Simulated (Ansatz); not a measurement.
# SiNi (WC type): how the settings move a single-point run

How sensitive is a single-point run of SiNi (WC type) to its settings? A reference run comes first, then one run with altered input.

Program: Ansatz 0.2.0. Level of theory: reference: DFT, PBE, all-electron LAPW, scalar-relativistic. These are calculated values, not measurements.

## 1. The structure to begin with

It takes space group P-6m2 (No. 187, hexagonal). Conventional cell: a = 3.395 Å, b = 3.395 Å, c = 2.466 Å, α = 90.00°, β = 90.00°, γ = 120.00°. Ni (site symmetry -6m2) is surrounded by 6 Si at 2.32 Å and 2 Ni at 2.47 Å. Si (site symmetry -6m2) is surrounded by 6 Ni at 2.32 Å and 2 Si at 2.47 Å.

As a file:

```cif
data_structure
_symmetry_space_group_name_H-M 'P-6m2'
_symmetry_Int_Tables_number 187
_cell_length_a 3.3952
_cell_length_b 3.3952
_cell_length_c 2.4657
_cell_angle_alpha 90.000
_cell_angle_beta 90.000
_cell_angle_gamma 120.000
_cell_volume 24.62
loop_
_atom_site_label
_atom_site_type_symbol
_atom_site_symmetry_multiplicity
_atom_site_Wyckoff_symbol
_atom_site_fract_x
_atom_site_fract_y
_atom_site_fract_z
_atom_site_occupancy
Ni1 Ni 1 a 0.00000 0.00000 0.00000 1
Si1 Si 1 d 0.33333 0.66667 0.50000 1
```

## 2. Reference

File input.yaml:

```yaml
crystal:
  lattice:
    - [3.3952366737, 0.0, 0.0]
    - [-1.6976183368, 2.9403612113, 0.0]
    - [0.0, 0.0, 2.4657203203]
  atoms:
    - { symbol: Ni, position: [0.0, 0.0, 0.0] }
    - { symbol: Si, position: [0.3333333333, 0.6666666667, 0.5] }
kpoints:
  mp_grid: { grid: [14, 14, 13] }
scf:
  occupations: { method: fermi_dirac, width: 0.1 }
hamiltonian:
  xc: pbe
  pseudopotentials: { kind: all_electron, lapw: { basis_error: 0.001 } }
output:
  forces: true
  stress: true
  eigenvalues: true
  populations: true
```

On the command line:

```bash
ansatz run input.yaml --threads 1 --pin off --max-ram 2048MiB --backend cpu --events-out ev --progress --plain --runs-dir out
```

From the output:

```text
[...]
Basis set: ecut = 317.109641900723 eV, 307 PW (Γ), exchange–correlation at level 2
[...]
k-points: 168 of 2548 (time reversal used)
[...]
SCF iter   1: F=—  HF=-49276.348872 eV  |F-HF|=—  |Δ(HF+E_count)|=         —  Δρ=5.47e-2  dr2=1.16e0  ethr=3.88e-3  ⟨swp⟩=2.0  Hψ=21368  notcnv=0
preconditioner: auto → none  [metal: Δε(μ)=0.025 eV  Ē_g=10.055 eV  σ=0.100 eV  W_gap=0.06  n_scr=8 (ndim 8)  ℏωp=28.0 eV  f_vac=0.000  D(μ)=0.69/eV (n_scr^D=6)  sad-step TF]
SCF iter   2: F=—  HF=-49277.038395 eV  |F-HF|=—  |Δ(HF+E_count)|=   6.90e-1  Δρ=4.91e-2  dr2=6.12e-1  ethr=3.87e-3  ⟨swp⟩=2.8  Hψ=9431  notcnv=0  recentre
[...]
SCF iter   7: F=—  HF=-49275.853984 eV  |F-HF|=—  |Δ(HF+E_count)|=   4.86e-7  Δρ=1.97e-5  dr2=7.01e-8  ethr=1.46e-8  ⟨swp⟩=2.4  Hψ=8707  notcnv=0
SCF iter   8: F=-49275.853984 eV  HF=-49275.853984 eV  |F-HF|=5.49e-9  |Δ(HF+E_count)|=   4.65e-8  Δρ=2.93e-6  dr2=2.17e-9  ethr=2.34e-10  ⟨swp⟩=2.9  Hψ=9045  notcnv=0
[...]
SCF converged after 8 iterations
Free energy (F): -49275.853984 eV
[...]
E sigma→0 (E₀):  -49275.838972 eV
[...]
Fermi energy:    15.277941 eV
[...]
  P = ⅓ Tr σ = 10.7313 GPa (107.313 kbar)
[...]
```

It took 20 s on 1 thread of Intel Xeon 6975P-C (Granite Rapids), shared host; peak memory 0.51 GiB.

## 3. Changed: occupations.method tetrahedron, xc_grid 2, width left out

Changes to input.yaml since step 2:

```diff
@@ -11,3 +11,3 @@
 scf:
-  occupations: { method: fermi_dirac, width: 0.1 }
+  occupations: { method: tetrahedron }
 hamiltonian:
@@ -20 +20,3 @@
   populations: true
+basis:
+  xc_grid: 2
```

On the command line:

```bash
ansatz run input.yaml --threads 1 --pin off --max-ram 2048MiB --backend cpu --events-out ev --progress --plain --runs-dir out
```

The program printed:

```text
Warning: output.forces, output.stress, relax.cell or npt_langevin: where a Kohn–Sham band that disperses or a degenerate level is filled in part under the method tetrahedron, the forces or the stress that this run publishes need not agree with its energy (scf.occupations.method in the input reference, under Limitations); prefer a smearing scheme for the forces or the stress
Ni: projections on atomic orbitals take those of the free atom 1s2 2s2 2p6 3s2 3p6 3d8 4s2, of charge +0.00 (hamiltonian.pseudopotentials.projection_atoms)
Si: projections on atomic orbitals take those of the free atom 1s2 2s2 2p6 3s2 3p2, of charge +0.00 (hamiltonian.pseudopotentials.projection_atoms)
LAPW: plane waves up to 9.123 Å⁻¹, error target 1.0e-3 eV per atom; small_component_spin mean_spin; Si in spheres of 1.083 Å, 12 of its electrons in bands, Dirac shells []; Ni in spheres of 1.233 Å, 18 of its electrons in bands, Dirac shells []
Engine: ansatz 0.2.0
Pseudopotentials: kind: all_electron
Pseudopotential: Ni, LAPW, valence charge 18, Koelling and Harmon's equation, gaussian nucleus
Pseudopotential: Si, LAPW, valence charge 12, Koelling and Harmon's equation, gaussian nucleus
Functional definition: PBE
  parameter kappa = 0.804
  parameter beta = 0.06672455060314922
  exchange = pbe_x(kappa = kappa, mu = beta*pi^2/3)
  correlation = pbe_c(beta = beta)
davidson cushion auto → on  (no smearing: the cushion is to keep the highest requested band from converging to the state above it; pin scf.eigensolver.cushion to override)
Crystal: 2 atoms, lattice volume = 24.616 Å³
Basis set: ecut = 317.109641900723 eV, 307 PW (Γ), exchange–correlation at level 2
Bands: 19, of which v1, the nominal top of the filled ones, is band 15 counted from 1 (14 counted from 0)
Symmetry: 12 space group operations
Space group: P-6m2 (ITA 187), of the structure as read, at distance tolerance 2.9e-5 Å
k-points: 168 of 2548 (time reversal used)
Non-local potential: Ni, projectors of the file, none
Non-local potential: Si, projectors of the file, none
Initial density: superposition of atomic densities (chi_scale 0.1, normalization cell, long waves kept (reshape's long-wave potential 0.00 eV rms))
Initial wavefunctions: plane waves of lowest kinetic energy (no species holds an atomic orbital)
Functional: x = pbe(κ = 0.804, μ = 0.2195149727645171), c = pbe(β = 0.06672455060314922)
iter 1 solved again at ethr=3.89e-3 eV; its pass at ethr=1.00e-1 eV (dr2=1.17e0 eV) is discarded
SCF iter   1: F=—  HF=-49276.340072 eV  |F-HF|=—  |Δ(HF+E_count)|=         —  Δρ=5.48e-2  dr2=1.16e0  ethr=3.89e-3  ⟨swp⟩=2.0  Hψ=21368  notcnv=0
preconditioner: auto → none  [metal: no gap  n_scr=8 (ndim 8)  ℏωp=28.0 eV  f_vac=0.000  sad-step TF]
SCF iter   2: F=—  HF=-49277.021764 eV  |F-HF|=—  |Δ(HF+E_count)|=   6.82e-1  Δρ=4.90e-2  dr2=6.10e-1  ethr=3.88e-3  ⟨swp⟩=2.8  Hψ=9435  notcnv=0  recentre
SCF iter   3: F=—  HF=-49275.966619 eV  |F-HF|=—  |Δ(HF+E_count)|=    1.06e0  Δρ=3.04e-2  dr2=3.53e-1  ethr=2.03e-3  ⟨swp⟩=2.4  Hψ=9330  notcnv=0
iter 4 solved again at ethr=4.70e-5 eV; its pass at ethr=1.18e-3 eV (dr2=1.41e-2 eV) is discarded
SCF iter   4: F=—  HF=-49275.848042 eV  |F-HF|=—  |Δ(HF+E_count)|=   1.19e-1  Δρ=6.66e-3  dr2=1.42e-2  ethr=4.70e-5  ⟨swp⟩=2.1  Hψ=16361  notcnv=0
SCF iter   5: F=—  HF=-49275.838361 eV  |F-HF|=—  |Δ(HF+E_count)|=         —  Δρ=1.06e-3  dr2=1.56e-4  ethr=4.70e-5  ⟨swp⟩=2.0  Hψ=9241  notcnv=0
the basis was enlarged: its passes take 188.3 KiB over the memory plan, 1 of 1 planned eigensolver slots
SCF iter   6: F=—  HF=-49275.838197 eV  |F-HF|=—  |Δ(HF+E_count)|=   1.64e-4  Δρ=2.14e-4  dr2=9.92e-6  ethr=5.18e-7  ⟨swp⟩=2.7  Hψ=9431  notcnv=0
SCF iter   7: F=—  HF=-49275.838202 eV  |F-HF|=—  |Δ(HF+E_count)|=   4.92e-6  Δρ=3.47e-5  dr2=3.45e-7  ethr=3.31e-8  ⟨swp⟩=2.3  Hψ=9295  notcnv=0
SCF iter   8: F=-49275.838203 eV  HF=-49275.838203 eV  |F-HF|=4.10e-9  |Δ(HF+E_count)|=   1.33e-6  Δρ=2.76e-6  dr2=1.90e-9  ethr=1.15e-9  ⟨swp⟩=3.0  Hψ=9587  notcnv=0
SCF 1 converged in 8 iterations: F = -49275.838203 eV  dr2 = 1.90e-9
SCF converged after 8 iterations
Stability not checked: this state was not tested for a lower state beside it, because cold or Methfessel-Paxton smearing, or corrected tetrahedra, fill the levels in a way that the test cannot read (fill_not_monotonic; see scf.lower_state_search)
Free energy (F): -49275.838203 eV
Harris-Foulkes:  -49275.838203 eV  (|F-HF|=4.10e-9)
Internal energy: -49275.838203 eV  (E = F + TS)
E sigma→0 (E₀):  -49275.838203 eV
Fermi energy:    15.284556 eV
--- Per-component energies (eV) ---
  E_band       = -1000.063463
  E_kinetic    = 49965.158572
  E_xc         = -2301.591670
  E_electrostatic = -96939.405106  (all electrons and nuclei)
  E_smearing   = -0.000000  (= −TS)
  E_closure    = 0.000000  (closes the sum)
  E_atoms      = -49262.612787  (free atoms, spherical and without spin; not in F)
  Σ components = -49275.838203   (vs F -49275.838203, Δ=0.00e0)
  Basis errors (estimates in eV, not in F): energy 2.4e-4 per atom: plane waves 2.1e-4 (1.2e-4 summed), levels above the bands 0.0e0, relativity 1.6e-8, radial functions 2.9e-5, core shells 2.4e-10; eigenvalues (radial functions only) 1.1e-6; not estimated: angular momenta, meshes, grids; target (lapw.basis_error) 1.0e-3; muffin-tin radii Si 1.083 Å, Ni 1.233 Å
--- Forces (eV/Å), atoms counted from 1 ---
  atom   1  Ni     0.00000000     0.00000000     0.00000000
  atom   2  Si    -0.00000000    -0.00000000     0.00000000
  max |Σ_I F_I| component: 3.24e-17 eV/Å
--- Stress (GPa, compression-positive) ---
       10.516756       0.000000       0.000000
       -0.000000      10.516756       0.000000
        0.000000       0.000000      11.017801
  P = ⅓ Tr σ = 10.6838 GPa (106.838 kbar)
--- Band table (eV; the first three rows and the last of 168) ---
  k-point 0: bands = ["-119.0546", "-88.4891", "-75.0936", "-75.0923", "-75.0923", "-48.8746", "-48.8722", "-48.8722", "2.3549", "11.3061", "11.4563", "11.4563", "13.5423", "13.5423", "18.2054", "18.2054", "20.4996", "21.7995", "21.7995"]
  k-point 1: bands = ["-119.0545", "-88.4884", "-75.0946", "-75.0922", "-75.0922", "-48.8822", "-48.8715", "-48.8715", "2.5006", "11.3723", "11.5038", "11.5038", "13.3944", "13.3944", "18.4106", "18.4106", "20.3292", "21.9246", "21.9246"]
  k-point 2: bands = ["-119.0542", "-88.4863", "-75.0973", "-75.0920", "-75.0920", "-48.9033", "-48.8694", "-48.8694", "2.9350", "11.5302", "11.6353", "11.6353", "13.0395", "13.0395", "18.9252", "18.9252", "19.2934", "22.3176", "22.3176"]
  k-point 167: bands = ["-119.0527", "-88.4760", "-75.1104", "-75.0911", "-75.0911", "-49.0045", "-48.8625", "-48.8619", "8.9696", "10.1048", "10.4269", "12.9520", "13.2923", "13.4808", "14.6602", "16.6757", "17.0309", "18.7088", "19.1866"]
--- Löwdin populations: 2 sites ---
  site symbol       q [e]
     0     Ni     27.4649
     1     Si     14.2997
  spilling = 0.005605 (of n_electrons = 42.000000)
```

It took 19 s on 1 thread of Intel Xeon 6975P-C (Granite Rapids), shared host; peak memory 0.5 GiB.

Changing the smearing and numerical grids hardly moves the energy: +0.4 meV/atom.

## 4. All runs together

```tsv
run	ending	energy change	pressure (GPa)	gap (eV)	force (eV/Å)	cycles	time
reference	converged	0	10.7	0.00	0.00	8	20 s
1: occupations.method tetrahedron, xc_grid 2, width left out	converged	+0.4 meV/atom (σ→0)	10.7	0.00	0.00	8	19 s
```

Residual by cycle in the longest SCF loop of each run; runs are numbered as in the table. The quantity is the density residual dr2, in eV.

```tsv
cycle	reference	run 1
1	1.16	1.16
2	0.612	0.61
3	0.346	0.353
4	0.013	0.0142
5	7.3e-5	1.6e-4
6	4.4e-6	9.9e-6
7	7.0e-8	3.4e-7
8	2.2e-9	1.9e-9
```

Changing the smearing and numerical grids leaves the energy as it was (+0.4 meV/atom). The reference leaves spin out although Ni can carry a moment, so its state need not be the lowest.
